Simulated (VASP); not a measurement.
The system is ZrS2.

```
Zr S
1.0
     3.69138    0.00000    0.00000
    -1.84569    3.19683    0.00000
     0.00000    0.00000    6.04108
Zr S
1 2
Direct
  0.00000 0.00000 0.00000
  0.33333 0.66667 0.23791
  0.66667 0.33333 0.76209
```

The cell is a database's computed one.

Base run:

```yaml
Program: VASP 6.6.1
Functional: r2SCAN
Potentials_or_basis: VASP PAW PBE potentials, release 64 (Zr_sv, S)
Cutoff: 520 eV
k_mesh: 8 × 8 × 6
Occupations: gaussian, width 0.02 eV
Spin: no spin polarisation
```

Its results: band gap on the k mesh 1.34 eV, indirect (least direct gap 1.96 eV); pressure 0.0 GPa; largest force 0.018 eV/Å.

Task: The run is repeated on the same cell with these changes: functional from r2SCAN to LDA; potentials or basis from VASP PAW PBE potentials, release 64 (Zr_sv, S) to VASP PAW LDA potentials, release 64 (Zr_sv, S). What comes out?

Result: Band gap on the k mesh 0.91 eV, indirect (least direct gap 1.53 eV); pressure -4.5 GPa; largest force 0.282 eV/Å.

Caveats: the PAW data sets were made with another functional, which shifts forces and pressure a little (some runs).
